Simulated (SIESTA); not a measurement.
Runs of SIESTA 5.4.2 on C. It takes space group Fd-3m (No. 227, cubic). The conventional cell has a = 3.567 Å, b = 3.567 Å, c = 3.567 Å, α = 90.00°, β = 90.00°, γ = 90.00°. C (site symmetry -43m) has 4 C at 1.54 Å as nearest neighbours. This isn't the form of C at room conditions, which is graphite.

| task | level | potentials or basis | cell | k mesh | displacement | broadening (eV) | window from (eV) | window to (eV) | energy points | grid cutoff | energy shift | gap on the mesh (eV) | pressure (GPa) | relaxed volume (Å³/atom) |
| --- | --- | --- | --- | --- | --- | --- | --- | --- | --- | --- | --- | --- | --- | --- |
| band structure | VV10 | PseudoDojo 0.4 standard (PBE files), DZP (energy shift 0.002 Ry) | as given | 13 × 13 × 13 | - | - | - | - | - | 500 Ry | 0.002 Ry | 4.43 | 18.6 | - |
| density of states | AM05 | PseudoDojo 0.4 stringent (PBEsol files), DZP (energy shift 0.002 Ry) | as given | 13 × 13 × 13 | - | 0.05 eV | -10 eV | 10 eV | 201 | 500 Ry | 0.002 Ry | 4.15 | (a) | - |
| relaxation of cell and atoms | WC | PseudoDojo 0.4 standard (PBEsol files), DZP (energy shift 0.002 Ry) | relaxed | 10 × 10 × 10 | - | - | - | - | - | 750 Ry | 0.002 Ry | 4.19 | 0.0 | (b) |
| band structure | AM05 | PseudoDojo 0.4 standard (PBEsol files), DZP (energy shift 0.01 Ry) | atoms moved at random, drawn with an rms of 0.15 Å | 13 × 13 × 13 | - | - | - | - | - | 500 Ry | 0.01 Ry | 1.78 | 9.0 | - |
| relaxation of cell and atoms | PBEsol | PseudoDojo 0.4 standard (PBEsol files), TZP (energy shift 0.002 Ry) | relaxed | 10 × 10 × 10 | - | - | - | - | - | 500 Ry | 0.002 Ry | 4.15 | 0.0 | 5.67 |

Alike in all rows: no spin polarisation; smearing fermi-dirac 0.05 eV.

Problem. Fill in the values left out.

Solution. (a) 3.4; (b) 5.76.

Caveats: the basis of atomic orbitals isn't converged, which shifts pressures, moduli and gaps; the potentials were made for another functional, which shifts forces and pressure (some runs); the non-local part is tabulated coarsely and may be off by about a percent (some runs); so large a pressure means that the cell lies far from this level's equilibrium, or that cutoff or potentials fall short (some runs); an odd mesh through Γ misses points on the zone boundary, where band edges often lie (some runs).
